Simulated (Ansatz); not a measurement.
# InP: the cost of one run

Code: Ansatz 0.2.0. PAW datasets, plane waves. Calculated at 0 K for a non-magnetic cell.

## Step 1: Starting point

The unstrained cell was relaxed with r2SCAN; in each strained cell the atoms were relaxed again with r2SCAN. Names of k-points are those of the unstrained zone, where strain can split equivalent points. First state: +0.5 % shear in the xy plane.

It is orthorhombic, Imm2 (No. 44); a = 4.167 Å, b = 4.188 Å, c = 5.908 Å in the conventional setting, 25.77 Å³ an atom. Near In stand 4 P at 2.56 Å; near P stand 4 In at 2.56 Å.

Coordinates:

```cif
data_structure
_symmetry_space_group_name_H-M 'Imm2'
_symmetry_Int_Tables_number 44
_cell_length_a 4.1668
_cell_length_b 4.1877
_cell_length_c 5.9076
_cell_angle_alpha 90.000
_cell_angle_beta 90.000
_cell_angle_gamma 90.000
_cell_volume 103.08
loop_
_atom_site_label
_atom_site_type_symbol
_atom_site_symmetry_multiplicity
_atom_site_Wyckoff_symbol
_atom_site_fract_x
_atom_site_fract_y
_atom_site_fract_z
_atom_site_occupancy
In1 In 2 a 0.50000 0.50000 0.49955 1
P1 P 2 b 0.00000 0.50000 0.75045 1
```

From earlier runs on the unstrained cell: PBE 0.59 eV, r2SCAN 1.03 eV, HSE06 1.36 eV, G0W0 1.03 eV (on its mesh); a = 5.908 Å.

## Step 2: +0.5 % shear in the xy plane: PBE

input.yaml

```yaml
crystal:
  lattice:
    - [0.0073844691, 2.9537876392, 2.9537876392]
    - [2.9537876392, 0.0073844691, 2.9537876392]
    - [2.9611721083, 2.9611721083, 0.0]
  atoms:
    - { symbol: In, position: [0.0004503373, 0.0004503373, -0.0004503373] }
    - { symbol: P, position: [0.2495496627, 0.2495496627, 0.2504503373] }
kpoints:
  mp_grid: { grid: [8, 8, 8] }
  band_path:
    path:
      - [0.0, 0.0, 0.0]
      - [-0.5, -0.5, 0.0]
      - [-0.375, -0.375, 0.25]
      - [-0.375, 0.0, 0.375]
      - [0.0, 0.0, 0.5]
      - [-0.5, -0.25, 0.25]
    npoints: 1
hamiltonian:
  xc: pbe
scf:
  occupations: { method: fermi_dirac, width: 0.02 }
  n_extra_bands: 4
output:
  forces: true
  stress: true
  eigenvalues: true
  write_density: true
  write_potential: true
  elf: true
  volumetric_format: npy
```

Command:

```sh
ansatz run input.yaml --threads 4 --pin off --max-ram 4608MiB --backend cpu --events-out ev --progress --plain --runs-dir out
```

What time and memory should one allow on 4 threads of Intel Xeon at 2.50GHz (Skylake/Cascade Lake), shared host?

About 5.2 s, with a peak of 0.44 GiB.
